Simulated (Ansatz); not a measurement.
TiS2, ZrS2, HfS2: one prototype (CdI2 type), with Ti, Zr, Hf on the same site. Each was relaxed with r2SCAN+rVV10 in the plane-wave code Ansatz, and the gaps are read on those cells (d direct, i indirect). No spin polarisation and no zero-point or thermal motion.

```csv
compound,a (Å),c (Å),"gap, r2SCAN (eV)","gap, HSE06 (eV)"
ZrS2,3.674,5.857,"1.18 i ((-0.089, 0.042, 0) → L)","1.67 i ((-0.089, 0.042, 0) → L)"
HfS2,3.630,5.878,"1.34 i ((-0.083, 0.003, 0.003) → L)","1.85 i ((-0.083, 0.003, 0.003) → L)"
```

Task: Fill in the row for TiS2.

Result:
```csv
compound,a (Å),c (Å),"gap, r2SCAN (eV)","gap, HSE06 (eV)"
TiS2,3.411,5.739,0.14 i (Γ → L),0.61 i (Γ → L)
```
Ti is surrounded by 6 S at 2.42 Å; S is surrounded by 3 Ti at 2.42 Å.

Spin-orbit coupling is left out, which matters wherever the heavy atoms make up the band edges.

Where an edge lies off the special points, it is a point of the mesh or the k point where a search put PBE's edge or least direct gap, reused for the other functionals, whose own edges may lie a little apart.

Coordinates of k points refer to the reciprocal vectors of the primitive cell of the runs.

The meshes of the hybrids are coarse, so their gaps aren't converged to the digits shown.
